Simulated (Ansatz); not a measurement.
Set up this calculation in Ansatz 0.2.0, as the native input.

* Task: relaxation of cell and atoms
* Functional: m-r2SCAN
* Potentials or basis: Ansatz PAW
* Cutoff: 500 eV (not typed: the program's choice for these potentials)
* k mesh: 7 × 7 × 4
* Occupations: fermi-dirac, width 0.05 eV
* Spin: no spin polarisation

Crystal: CdS (Greenockite).

```
CELL_PARAMETERS angstrom
4.15000 0.00000 0.00000
-2.07500 3.59401 0.00000
0.00000 0.00000 6.73700
ATOMIC_POSITIONS crystal
Cd 0.66667 0.33333 0.50000
Cd 0.33333 0.66667 0.00000
S 0.66667 0.33333 0.87500
S 0.33333 0.66667 0.37500
```

These files were run (other wordings do the same):

input.yaml

```yaml
crystal:
  lattice:
    - [4.15, 0.0, 0.0]
    - [-2.075, 3.5940054257, 0.0]
    - [0.0, 0.0, 6.737]
  atoms:
    - { symbol: Cd, position: [0.6666666667, 0.3333333333, 0.5] }
    - { symbol: Cd, position: [0.3333333333, 0.6666666667, 0.0] }
    - { symbol: S, position: [0.6666666667, 0.3333333333, 0.875] }
    - { symbol: S, position: [0.3333333333, 0.6666666667, 0.375] }
hamiltonian:
  xc: mr2scan
  pseudopotentials: { kind: paw }
kpoints:
  mp_grid: { grid: [7, 7, 4] }
scf:
  occupations: { method: fermi_dirac, width: 0.05 }
output:
  forces: true
  stress: true
relax:
  f_tol: 0.01
  max_steps: 40
  cell: { stress_tol: 0.05 }
```

Potentials or basis: Ansatz PAW.

Command:

```bash
$ ansatz run input.yaml --threads 2 --pin off --max-ram 5120MiB --backend cpu --events-out ev --progress --plain --runs-dir out
```

It gave:

The relaxed volume is 25.40 Å³/atom and the relaxed cell is a = 4.164 Å, b = 4.164 Å, c = 6.766 Å, α = 90.00°, β = 90.00°, γ = 120.00°. The space group after relaxing (to 0.05 Å) is P6_3mc (No. 186). The energy gained by relaxing is 0.8 meV/atom, the ionic steps are 5 and the pressure after relaxing is 0.0 GPa. The band gap on the k mesh is 1.63 eV.

Caveat: odd divisions of the mesh miss points on the zone boundary, where band edges often lie, so the gap on the mesh can be too wide; the plane-wave basis is chosen anew once the cell has moved, so the energies of steps on either side of that aren't comparable; the PAW data sets come from PBE, with cores solved anew for the run's functional, which leaves a small shift of forces and pressure.

Run time: 27 s on 2 threads of Arm Neoverse V2, with other jobs on the host, peak memory 0.55 GiB.
